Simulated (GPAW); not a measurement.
# PtS2 (P-3m1) in GPAW: further runs

The runs below take PtS2 through single point, with SCAN, r2SCAN, revPBE.

Program: GPAW 26.7.0. These are calculated values, not measurements. Logs are shortened: lines on timing, memory, paths and dates and some standing lists are left out, and cuts for length are marked. The log counts tension as positive stress, the text compression.

## Step 1: Starting point

Symmetry: P-3m1, No. 164, trigonal system. Conventional cell: a = 3.543 Å, b = 3.543 Å, c = 5.039 Å, α = 90.00°, β = 90.00°, γ = 120.00°. Pt (site symmetry -3m) has 6 S at 2.34 Å as nearest neighbours. S (site symmetry 3m) is surrounded by 3 Pt at 2.34 Å.

## Step 2: Single point, SCAN

Input file run.py:

```python
from ase.dft.bandgap import bandgap
from ase.io import read, write
from ase.units import GPa
from gpaw import GPAW, PW

atoms = read('POSCAR')

calc = GPAW(mode=PW(600),
            xc='MGGA_X_SCAN+MGGA_C_SCAN',
            kpts={'size': (9, 9, 5), 'gamma': True},
            occupations={'name': 'fermi-dirac', 'width': 0.05},
            nbands=26,
            convergence={'density': 1e-05, 'energy': 1e-05},
            maxiter=150,
            txt='gpaw.txt')
atoms.calc = calc
energy = atoms.get_potential_energy()
forces = atoms.get_forces()
stress = atoms.get_stress()
calc.write('gs.gpw')
write('result.traj', atoms)
print(f'Energy: {energy:.6f} eV')
print('Forces (eV/A):')
print(forces.round(4))
print('Stress (GPa):', (stress / GPa).round(3))
print('Fermi level:', round(calc.get_fermi_level(), 4), 'eV')
print(f'Gap: {bandgap(calc)[0]:.4f} eV, direct: {bandgap(calc, direct=True)[0]:.4f} eV')
```

Input file POSCAR:

```
PtS2
1.0
    3.5432000000      0.0000000000      0.0000000000
   -1.7716000000      3.0685012107      0.0000000000
    0.0000000000      0.0000000000      5.0388000000
Pt S
1 2
Direct
    0.0000000000      0.0000000000      0.0000000000
    0.6666666667      0.3333333333      0.7730000000
    0.3333333333      0.6666666667      0.2270000000
```

Potentials or basis: GPAW PAW data sets (gpaw-data 1.2.1), pw.

Command:

```sh
OMP_NUM_THREADS=1 python run.py
```

gpaw.txt:

```text
__  _  _
 | _ |_)|_||  |
 |__||  | ||/\| - 26.7.0

Input parameters:
  mode=PW(ecut=600.0),
  convergence={'density': 1e-05, 'energy': 1e-05},
  kpts=MonkhorstPack(size=(9, 9, 5), gamma=True),
  maxiter=150,
  nbands=26,
  occupations=Occupations(name='fermi-dirac', width=0.05),
  xc=XC(name='MGGA_X_SCAN+MGGA_C_SCAN')

Diagonalizing LCAO Hamiltonian
Converting LCAO to pw mode

            S

         S

       Pt

Atoms  # Å, Bohr magnetons
|   | symbol |         x |        y |        z |    initial magnetic moments |
|---|--------|-----------|----------|----------|-----------------------------|
| 0 |     Pt |  0.000000 | 0.000000 | 0.000000 | ( 0.0000,  0.0000,  0.0000) |
| 1 |      S |  1.771600 | 1.022834 | 3.894992 | ( 0.0000,  0.0000,  0.0000) |
| 2 |      S | -0.000000 | 2.045667 | 1.143808 | ( 0.0000,  0.0000,  0.0000) |

Unit cell  # Å
| periodic |         x |        y |        z |  lengths |     angles |
|----------|-----------|----------|----------|----------|------------|
|      yes |  3.543200 | 0.000000 | 0.000000 | 3.543200 |  90.000000 |
|      yes | -1.771600 | 3.068501 | 0.000000 | 3.543200 |  90.000000 |
|      yes |  0.000000 | 0.000000 | 5.038800 | 5.038800 | 120.000000 |

Number of symmetries: 12
Symmetry operations  # r_c * U_cc + t_c -> r_c
|    | kind |            matrix            |
|----|------|------------------------------|
|  0 |  σ   |  1, 1, 0,  0,-1, 0,  0, 0, 1 |
|  1 |  S6  |  1, 1, 0, -1, 0, 0,  0, 0,-1 |
|  2 |  E   |  1, 0, 0,  0, 1, 0,  0, 0, 1 |
|  3 |  C2  |  1, 0, 0, -1,-1, 0,  0, 0,-1 |
|  4 |  C2  |  0, 1, 0,  1, 0, 0,  0, 0,-1 |
|  5 |  C3  |  0, 1, 0, -1,-1, 0,  0, 0, 1 |
|  6 |  S6  |  0,-1, 0,  1, 1, 0,  0, 0,-1 |
|  7 |  σ   |  0,-1, 0, -1, 0, 0,  0, 0, 1 |
|  8 |  σ   | -1, 0, 0,  1, 1, 0,  0, 0, 1 |
|  9 |  i   | -1, 0, 0,  0,-1, 0,  0, 0,-1 |
| 10 |  C3  | -1,-1, 0,  1, 0, 0,  0, 0, 1 |
| 11 |  C2  | -1,-1, 0,  0, 1, 0,  0, 0,-1 |

BZ-sampling:
  Number of BZ points: 405
  Number of IBZ points: 50

  Monkhorst-Pack size: [9, 9, 5]
  Monkhorst-Pack shift: [0, 0, 0]

K-points  # in reciprocal-cell coordinates
|     |                                coordinates |     weight |
|-----|--------------------------------------------|------------|
|   0 | (  0.00000000,   0.00000000,   0.00000000) | 0.00246914 |
|   1 | (  0.00000000,   0.00000000,   0.20000000) | 0.00493827 |
|   2 | (  0.00000000,   0.00000000,   0.40000000) | 0.00493827 |
|   3 | (  0.11111111,   0.00000000,  -0.40000000) | 0.01481481 |
|   4 | (  0.11111111,   0.00000000,  -0.20000000) | 0.01481481 |
|   5 | (  0.11111111,   0.00000000,   0.00000000) | 0.01481481 |
|   6 | (  0.11111111,   0.00000000,   0.20000000) | 0.01481481 |
|   7 | (  0.11111111,   0.00000000,   0.40000000) | 0.01481481 |
|   8 | (  0.22222222,  -0.11111111,   0.00000000) | 0.01481481 |
|   9 | (  0.22222222,  -0.11111111,   0.20000000) | 0.02962963 |
| ... |                                            |            |
|  49 | (  0.44444444,   0.44444444,   0.40000000) | 0.02962963 |

Plane wave coefficients: 1863
Cutoff: 600.0 eV

Spin-components: 1 (collinear spins)
Bands:           26
Projectors:      16
Spin-degeneracy: 2
Datatype:        complex128

Parallelization:
  kpt:    1
  domain: 1
  band:   1

Density:
  Valence electrons: 28.0
  Components: 1
  Grid points: [21 21 30]
  Charge: 0.0  # |e|

Potential:
  Grid points: [21 21 30]

species:
  Pt:
    name:    Platinum
    Z:       78.0
    valence: 16
    core:    62
    charge:  0.0  # [|e|]
    compensation charges:
      type: gauss
      rc: 0.41  # [Å]
      lmax: 2
    cutoffs:
      filter: 2.26  # [Å]
      core: 2.26  # [Å]
    projectors
    | kind |    occ | energy [eV] | rcut [Å] |
    |------|--------|-------------|----------|
    |   6s |  1.000 |      -5.628 |    1.307 |
    |   5p |  6.000 |     -56.051 |    1.371 |
    |   6p |  0.000 |      -0.845 |    1.371 |
    |   5d |  9.000 |      -6.153 |    1.307 |
    |    s |        |      21.583 |    1.307 |
    |    d |        |      21.058 |    1.307 |

    Using partial waves for Pt as LCAO basis

  S:
    name:    Sulfur
    Z:       16.0
    valence: 6
    core:    10
    charge:  0.0  # [|e|]
    compensation charges:
      type: gauss
      rc: 0.24  # [Å]
      lmax: 2
    cutoffs:
      filter: 1.77  # [Å]
      core: 1.66  # [Å]
    projectors
    | kind |    occ | energy [eV] | rcut [Å] |
    |------|--------|-------------|----------|
    |   3s |  2.000 |     -17.254 |    0.974 |
    |   3p |  4.000 |      -7.008 |    0.979 |
    |    s |        |       9.957 |    0.974 |
    |    p |        |      20.203 |    0.979 |
    |    d |        |       0.000 |    0.900 |

    Using partial waves for S as LCAO basis

Reference energy: -522090.602563  # eV

eigensolver:
  PPCG
  Converge bands: occupied
  niter=2

density mixing:
  MSR1-Mixer
  Pratt-step length: 0.05
  Maximum mixing coefficient: 0.75
  Old densities: 10
  SVD Regularization: 0.005
  Good broyden scale: 1.0
  Trust region scale: 1.0
  Backstep threshold: 4.0
  History deletion threshold: 6.0
  Fourier metric: weight=20.0, sigma=0.015

occupation numbers:
  Fermi-Dirac:
    width: 0.0500  # eV

poisson solver:
  ecut: 4800.0  # eV

xc functional:
  name: MGGA_X_SCAN+MGGA_C_SCAN with 2 nearest neighbor stencil

convergence criteria:
- Maximum integral of absolute [dens]ity change: 1e-05 electrons / valence electron
- Maximum [total energy] change in last 3 cyles: 1e-05 eV / valence electron
- Maximum integral of absolute [eigenst]ate change: 4e-08 eV^2 / valence electron
maximum number of iterations: 150

SCF iterations
|iter     | |      energy | eigst |  dens |
|---------|-|-------------|-------|-------|
|iter:   1| |  -72.343958 | +0.41 |       |
|iter:   2| |  -65.310880 | -1.14 | -1.05 |
|iter:   3| |  -64.640071 | -1.74 | -1.14 |
|iter:   4| |  -64.602629 | -2.08 | -1.43 |
|iter:   5| |  -64.623497 | -2.65 | -1.80 |
|iter:   6| |  -64.623536 | -4.21 | -2.68 |
|iter:   7| |  -64.623511c| -4.95 | -3.26 |
|iter:   8| |  -64.623480c| -5.72 | -3.69 |
|iter:   9| |  -64.623467c| -6.79 | -4.38 |
|iter:  10| |  -64.623458c| -7.19 | -4.77 |
|iter:  11| |  -64.623459c| -7.90c| -5.26c|

Converged in 11 steps
Energy contributions relative to reference atoms: (reference = -522090.602563)

Energy contributions:
  Kinetic:           0.262177
  Coulomb:          -1.453858
  Zero:             -0.406713
  External:          0.000000
  Xc:              -63.025065
  Entropy:          -0.000001
  Spinorbit:         0.000000
  ----------------------------
  Free energy:     -64.623459
  Extrapolated:    -64.623459

dipole moment: (-6.196903, -10.733351, -17.625286)  # |e|*Ang

Fermi level: 7.749
Eigenvalues  # (at kpt = [0.000, 0.000, 0.000])
| band index |      eig [eV] | occ [0-2] |
|------------|---------------|-----------|
|          0 |       -48.045 |     2.000 |
|        ... |               |           |
|          6 |        -0.141 |     2.000 |
|          7 |        -0.108 |     2.000 |
|          8 |         2.743 |     2.000 |
|          9 |         2.823 |     2.000 |
|         10 |         5.117 |     2.000 |
|         11 |         5.940 |     2.000 |
|         12 |         5.942 |     2.000 |
|         13 |         7.084 |     2.000 |
|         14 |         9.833 |     0.000 |
|         15 |         9.841 |     0.000 |
|         16 |        12.290 |     0.000 |
|         17 |        13.230 |     0.000 |
|         18 |        15.349 |     0.000 |
|         19 |        15.356 |     0.000 |
|         20 |        19.687 |     0.000 |
|         21 |        20.393 |     0.000 |
|        ... |               |           |
|         25 |        21.724 |     0.000 |

Gap: 1.249 eV
Transition (v -> c):
  (s=0, k=5, n=13, [0.11, 0.00, 0.00]) -> (s=0, k=22, n=14, [0.33, 0.00, -0.20])
Direct/indirect transitions are different
Direct gap: 1.313 eV
Transition at: (s=0, k=12, n=13, [0.22, 0.00, -0.20])

Forces  # eV/Ang
|        x |        y |        z |
|----------|----------|----------|
|  0.00000 |  0.00000 |  0.00000 |  # Pt   0
| -0.00000 |  0.00000 | -1.01230 |  # S    1
|  0.00000 | -0.00000 |  1.01230 |  # S    2

Stress tensor  # eV/Ang^3
|         x |         y |         z |
|-----------|-----------|-----------|
| -0.036339 |  0.000000 |  0.000000 |
|  0.000000 | -0.036339 |  0.000000 |
|  0.000000 |  0.000000 | -0.048374 |

# Writing to gs.gpw (mode='')
```

Wall time 2.4 min (1 thread of Arm Neoverse V2, shared host); peak memory 0.33 GiB.

Results:

- Free energy: -64.6235 eV
- Pressure: 6.5 GPa
- Largest force: 1.012 eV/Å
- Band gap on the k mesh: 1.25 eV, indirect (least direct gap 1.31 eV)

Forces on the atoms (eV/Å):
```
Pt   0.000  0.000  0.000
S    0.000  0.000 -1.012
S    0.000  0.000  1.012
```

Caveat: the PAW data sets were made with another functional, which shifts forces and pressure a little; spin-orbit coupling is left out, which moves the levels of the heavy elements; an odd mesh through Γ misses points on the zone boundary, where band edges often lie. SCAN opens gaps a little over a GGA but as a rule still falls short of measured ones.

## Step 3: Single point, r2SCAN

Changes to run.py since step 2:

```diff
@@ -8,3 +8,3 @@
 calc = GPAW(mode=PW(600),
-            xc='MGGA_X_SCAN+MGGA_C_SCAN',
+            xc='MGGA_X_R2SCAN+MGGA_C_R2SCAN',
             kpts={'size': (9, 9, 5), 'gamma': True},
```

POSCAR is that of step 2.

Potentials or basis: GPAW PAW data sets (gpaw-data 1.2.1), pw.

Command:

```sh
OMP_NUM_THREADS=1 python run.py
```

Run time: 2.3 min. Hardware: 1 thread of Arm Neoverse V2, shared host; peak memory 0.34 GiB.

The run converged. Its results:

| Item | Value |
| --- | --- |
| Free energy | -38.8576 eV |
| Pressure | 9.2 GPa |
| Largest force | 1.224 eV/Å |
| Band gap on the k mesh | 1.16 eV, indirect (least direct gap 1.23 eV) |

Forces in eV/Å, atoms in the order of the input:
```
Pt   0.000  0.000  0.000
S    0.000  0.000 -1.224
S    0.000  0.000  1.224
```

Stress tensor (GPa, compression positive):
```
9.08 0.00 0.00
0.00 9.08 0.00
0.00 0.00 9.40
```

Levels at points of the mesh, in eV from the valence-band top:
| k point | band 12 | band 13 | band 14 | band 15 | band 16 | band 17 |
| --- | --- | --- | --- | --- | --- | --- |
| (0.00, 0.00, 0.00) | -1.18 | -1.18 | -0.09 | 2.62 | 2.62 | 5.23 |

Caveat: the PAW data sets were made with another functional, which shifts forces and pressure a little; spin-orbit coupling is left out, which moves the levels of the heavy elements; an odd mesh through Γ misses points on the zone boundary, where band edges often lie.

## Step 4: Single point, revPBE

Changes to run.py since step 3:

```diff
@@ -8,3 +8,3 @@
 calc = GPAW(mode=PW(600),
-            xc='MGGA_X_R2SCAN+MGGA_C_R2SCAN',
+            xc='revPBE',
             kpts={'size': (9, 9, 5), 'gamma': True},
```

POSCAR is that of step 3.

Potentials or basis: the program's PAW data sets (release 1.2.1) made for this functional, pw.

Command:

```sh
OMP_NUM_THREADS=1 python run.py
```

Wall time 45 s (1 thread of Arm Neoverse V2, shared host); peak memory 0.2 GiB.

It converged, with:

- Free energy: -14.2865 eV
- Pressure: 14.0 GPa
- Largest force: 1.364 eV/Å
- Band gap on the k mesh: 1.03 eV, indirect (least direct gap 1.07 eV)

Forces in eV/Å, atoms in the order of the input:
```
Pt   0.000  0.000  0.000
S    0.000  0.000 -1.364
S    0.000  0.000  1.364
```

Stress tensor (GPa, compression positive):
```
14.60  0.00  0.00
 0.00 14.60  0.00
 0.00  0.00 12.72
```

Levels at points of the mesh, in eV from the valence-band top:
```tsv
k point	band 11	band 12	band 13	band 14	band 15	band 16	band 17	band 18
(0.00, 0.00, 0.00)	-1.79	-1.12	-1.12	-0.11	2.44	2.44	4.84	5.90
```

Caveat: spin-orbit coupling is left out, which moves the levels of the heavy elements; an odd mesh through Γ misses points on the zone boundary, where band edges often lie; forces of over 1 eV/Å show positions far from the minimum, so gaps and moduli don't describe the material at rest.

## Step 5: Summary

| level | potentials or basis | gap on the mesh (eV) | pressure (GPa) | largest force (eV/Å) |
| --- | --- | --- | --- | --- |
| SCAN | GPAW PAW data sets (gpaw-data 1.2.1), pw | 1.25 | 6.5 | 1.01 |
| r2SCAN | GPAW PAW data sets (gpaw-data 1.2.1), pw | 1.16 | 9.2 | 1.22 |
| revPBE | the program's PAW data sets (release 1.2.1) made for this functional, pw | 1.03 | 14.0 | 1.36 |

Alike in all rows: task single point; no spin polarisation; cell as given; k mesh 9 × 9 × 5; cutoff (eV) 600; smearing fermi-dirac 0.05 eV.

Caveats: spin-orbit coupling is left out, which moves the levels of the heavy elements; an odd mesh through Γ misses points on the zone boundary, where band edges often lie; the PAW data sets were made with another functional, which shifts forces and pressure a little (some runs); forces of over 1 eV/Å show positions far from the minimum, so gaps and moduli don't describe the material at rest (some runs).

Absolute energies hang on the potentials; compare differences alone.
